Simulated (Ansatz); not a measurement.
# GaN (P6_3mc), zone-centre modes

Level of theory: DFT PBE, scalar-relativistic, plane waves, PAW (Ansatz). The runs took a 420 eV cutoff, a Γ-centred 8×6×6 mesh and Gaussian smearing (0.05 eV). No spin polarisation.

Reference structure (relaxed at this level):

```
Ga N
1.0
    -3.21843    0.00000    0.00000
     0.00000    0.00000   -5.24303
     0.00000   -5.57448    0.00000
Ga N
4 4
Cartesian
  -1.6092 -0.9291 -0.0046
  0.0000 -3.7163 -0.0046
  0.0000 -1.8582 -2.6261
  -1.6092 -4.6454 -2.6261
  -1.6092 -0.9291 -3.2723
  0.0000 -3.7163 -3.2723
  0.0000 -1.8582 -0.6508
  -1.6092 -4.6454 -0.6508
```

Harmonic modes by finite displacements of 0.02 Å, without the LO–TO term. The cell doubles the primitive one, so its zone centre also holds the primitive cell's point q = (0, 1/2, 0).

Task: At this geometry, is the structure stable against these modes?

Result: Yes: no mode is imaginary beyond 10 cm⁻¹, and only the three translations lie near zero.

Task: List the wavenumbers in cm⁻¹.

Result: 0, 0, 0, 134, 136, 136, 176, 186, 223, 294, 302, 319, 501, 524, 524, 532, 532, 542, 553, 574, 605, 639, 656, 659.

Cost: 1 run of about 7.1 core-minutes, on Arm Neoverse V1 (shared hosts).